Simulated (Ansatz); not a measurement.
**Molecular dynamics of Cd8S9**

The input (input.yaml):

```yaml
accuracy: low
crystal:
  lattice:
    - [-4.1348, -7.161684, 0.0]
    - [6.2022, -3.580842, 0.0]
    - [0.0, 0.0, 6.749]
  atoms:
    - { symbol: Cd, position: [0.44430529, 0.35403741, 0.04317087] }
    - { symbol: Cd, position: [0.46192316, 0.64119426, 0.54730402] }
    - { symbol: S, position: [0.54361276, 0.33944587, 0.38282036] }
    - { symbol: S, position: [0.44962499, 0.67382207, 0.8980012] }
    - { symbol: Cd, position: [0.20198286, 0.87138766, 0.0140676] }
    - { symbol: Cd, position: [0.29442557, 0.1362582, 0.46371212] }
    - { symbol: S, position: [0.24471717, 0.81868217, 0.37149238] }
    - { symbol: S, position: [0.28790432, 0.15254559, 0.86266018] }
    - { symbol: Cd, position: [0.01815736, 0.28402204, -0.06383046] }
    - { symbol: Cd, position: [-0.03657311, 0.61833924, 0.37124136] }
    - { symbol: S, position: [0.03999559, 0.27793982, 0.32104441] }
    - { symbol: S, position: [0.0268703, 0.63771294, 0.85230511] }
    - { symbol: Cd, position: [0.71661626, 0.97120765, 0.0769394] }
    - { symbol: Cd, position: [0.78893826, 0.1761901, 0.4830156] }
    - { symbol: S, position: [0.70087782, 0.83499225, 0.43056567] }
    - { symbol: S, position: [0.72467902, 0.23440943, 0.85465027] }
    - { symbol: S, position: [0.82773653, 0.63385566, 1.06193922] }
basis:
  ecutwfc: 420.0
kpoints:
  mp_grid: { grid: [2, 2, 2] }
hamiltonian:
  xc: pbe
  dispersion: d3bj
scf:
  occupations: { method: fermi_dirac, width: 0.05 }
  lower_state_search: "off"
md:
  timestep: 2
  n_steps: 210
  ensemble: nvt_langevin
  temperature: 1680.0
  initial_velocities: maxwell_boltzmann
  seed: 555108
  friction: 0.005
```

Command:

```bash
$ ansatz run input.yaml --threads 2 --pin off --max-ram 5120MiB --backend cpu --events-out ev --progress --plain --runs-dir out
```

It goes on from the last frame of an earlier run, with new velocities.

Output, in part (step lines):

```
md step     0: t =     0.00 fs  T =  1581.2 K  F+E_penalty+E_count = -74165.51945369 eV  E_kin = 3.474509 eV  (9 SCF iters)
md step     1: t =     2.00 fs  T =  1662.3 K  F+E_penalty+E_count = -74165.50511154 eV  E_kin = 3.652700 eV  (7 SCF iters)
md step     2: t =     4.00 fs  T =  1623.4 K  F+E_penalty+E_count = -74165.47608692 eV  E_kin = 3.567279 eV  (7 SCF iters)
md step     3: t =     6.00 fs  T =  1653.2 K  F+E_penalty+E_count = -74165.43199921 eV  E_kin = 3.632828 eV  (7 SCF iters)
md step     4: t =     8.00 fs  T =  1722.4 K  F+E_penalty+E_count = -74165.36999656 eV  E_kin = 3.784932 eV  (8 SCF iters)
md step     5: t =    10.00 fs  T =  1666.3 K  F+E_penalty+E_count = -74165.28540796 eV  E_kin = 3.661634 eV  (5 SCF iters)
md step     6: t =    12.00 fs  T =  1573.4 K  F+E_penalty+E_count = -74165.18945268 eV  E_kin = 3.457415 eV  (6 SCF iters)
md step     7: t =    14.00 fs  T =  1613.9 K  F+E_penalty+E_count = -74165.09101394 eV  E_kin = 3.546489 eV  (6 SCF iters)
[... lines left out ...]
md step   209: t =   418.00 fs  T =  1863.3 K  F+E_penalty+E_count = -74163.13724262 eV  E_kin = 4.094475 eV  (6 SCF iters)
md step   210: t =   420.00 fs  T =  1738.4 K  F+E_penalty+E_count = -74163.05751669 eV  E_kin = 3.819987 eV  (9 SCF iters)
```

The steps, from the saved trajectory:

```
time (fs)  T (K)  potential energy less start (eV)
        0   1581                             0.000
       14   1614                             0.428
       28   1358                             0.877
       42   1610                             0.809
       56   1540                             1.115
       70   1339                             1.174
       84   1345                             1.250
       98   1309                             1.356
      112   1224                             1.428
      126   1235                             2.248
      140   1339                             2.165
      154   1449                             2.093
      168   1355                             2.593
      182   1495                             2.911
      196   1483                             3.206
      210   1645                             2.871
      224   1851                             2.391
      238   1485                             2.987
      252   1575                             2.501
      266   1942                             1.603
      280   2239                             1.256
      294   1768                             2.629
      308   1914                             2.589
      322   2062                             2.280
      336   1690                             2.706
      350   1443                             3.276
      364   1880                             2.898
      378   1605                             2.802
      392   1412                             3.203
      406   1845                             2.245
      420   1738                             2.462
```

All steps were run. A run of 0.42 ps of so small a system gives no equilibrium averages. Limits of this set-up: coarse k mesh, a small cell, in which the defect meets its images, a typed lattice constant that wasn't relaxed here, low accuracy level.

Mean squared displacements from the first frame to the last, about the centre of mass: Cd 0.61 Å², S 0.82 Å².

Last frame:

```xyz
17
Lattice="-4.1348 -7.1617 0.0000 6.2022 -3.5808 0.0000 0.0000 0.0000 6.7490" Properties=species:S:1:pos:R:3
Cd 0.771 -3.325 -0.015
Cd 2.222 -5.352 3.592
S 0.198 -4.557 2.010
S 2.086 -5.900 5.881
Cd 4.300 -4.726 -0.618
Cd -0.425 -2.685 3.481
S 4.121 -5.193 1.981
S 0.349 -1.475 5.411
Cd 1.942 -0.073 0.223
Cd 4.331 -2.747 2.120
S 1.885 -1.541 2.447
S 3.888 -2.996 4.613
Cd 3.092 -8.011 0.069
Cd -1.722 -5.849 2.894
S 2.009 -8.186 2.288
S -1.266 -4.713 5.124
S 0.760 -8.906 6.310
```

Time of the run: 30 min on 2 threads of Arm Neoverse V2 (shared host), peak memory 1.2 GiB.
